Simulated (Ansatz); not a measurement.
## Sn under compression and expansion

```
Sn
1.0
    -2.91585    2.91585    1.59065
     2.91585   -2.91585    1.59065
     2.91585    2.91585   -1.59065
Sn
2
Cartesian
  0.0000 0.0000 0.0000
  0.0000 2.9158 0.7953
```

The cell is COD entry 1534488, as deposited and not checked against the literature; nothing was relaxed.

No spin–orbit coupling, which matters for the heavy atoms here.

All numbers are computed: DFT, PBE, all-electron LAPW, scalar-relativistic (Ansatz 0.2.0); DFT, PBE, PAW with Ansatz's default frozen-core files, scalar-relativistic (Ansatz 0.2.0).

For LAPW: a Γ-centred 15×15×15 k mesh, Fermi–Dirac smearing of 0.05 eV, basis error target 0.5 meV/atom, no spin polarisation. PAW takes a cutoff of 420 eV at this cell. The Ansatz runs share mesh, smearing and spin set-up. Plane-wave (PAW) pressures include the program's estimate of the Pulay term.

The cell above is scaled evenly, with fractional coordinates and shape held.

(1) Estimate the equilibrium volume and bulk modulus that LAPW (all electrons) gives for this fixed shape.

Results:

(1) V0 = 28.42 Å³/atom, B0 = 47 GPa, B0′ = 4.8, from a third-order Birch–Murnaghan fit to these pressures:
| V/V(cell) | V (Å³/atom) | P, LAPW (GPa) | P, PAW (GPa) | free energy over the lowest listed, PAW (meV/atom) |
| --- | --- | --- | --- | --- |
| 0.9400 | 25.425 | 6.92 | 6.92 | 57.8 |
| 0.9405 | 25.439 | 6.88 | 6.88 | 57.2 |
| 0.9600 | 25.966 | 5.33 | 5.33 | 37.1 |
| 0.9800 | 26.507 | 3.92 | 3.92 | 21.6 |
| 0.9900 | 26.778 | 3.27 | 3.26 | 15.5 |
| 1.0000 | 27.048 | 2.65 | 2.65 | 10.5 |
| 1.0100 | 27.318 | 2.07 | 2.07 | 6.5 |
| 1.0200 | 27.589 | 1.52 | 1.52 | 3.5 |
| 1.0400 | 28.130 | 0.50 | 0.50 | 0.1 |
| 1.0600 | 28.671 | -0.40 | -0.40 | 0.0 |
